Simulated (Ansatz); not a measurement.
Y, one cell by several methods

```
CELL_PARAMETERS angstrom
3.67920 0.00000 0.00000
-1.83960 3.18628 0.00000
0.00000 0.00000 5.66119
ATOMIC_POSITIONS crystal
Y 0.33333 0.66667 0.25000
Y 0.66667 0.33333 0.75000
```

Atom numbers follow the list: Y1, Y2.

The cell is COD entry 1539818, as deposited and not checked against the literature; nothing was relaxed. The listed cell was then made from it by scaling, straining or moving an atom.

Levels of theory: DFT, PBE, PAW with Ansatz's default frozen-core files, scalar-relativistic (Ansatz 0.2.0); DFT, PBE, all-electron PAW with datasets made for the crystal, scalar-relativistic (Ansatz 0.2.0); DFT, PBE, all-electron LAPW, scalar-relativistic (Ansatz 0.2.0).

For PAW: a Γ-centred 12×12×7 k mesh, Fermi–Dirac smearing of 0.08 eV, cutoff 420 eV, no spin polarisation. The crystal-made all-electron datasets (AE datasets) take a cutoff of 200 eV at this cell. LAPW targets a basis error of 0.25 meV/atom. The Ansatz runs share mesh, smearing and spin set-up. Plane-wave (PAW) pressures include the program's estimate of the Pulay term.

Stress and pressure are positive in compression.

The change that made this cell: z strained by -1.5 % at fixed volume.

Spin–orbit coupling is left out, which moves gradients at and beside heavy atoms by some per cent and at worst by a factor of two.

In a metal, gradients converge slowly with the k mesh: the values move by tens of per cent from one mesh to another, at times in sign, so only the comparison on one mesh counts.

```csv
quantity,PAW,AE datasets,LAPW
pressure (GPa),-0.30,-0.30,-0.30
stress xx (GPa),-0.55,-0.55,-0.55
stress zz (GPa),0.19,0.19,0.19
field gradient Vzz at Y1 (10²¹ V/m²),3.49,3.43,–
```

PAW's pressure differs from the LAPW value by about 0.01 GPa or less.
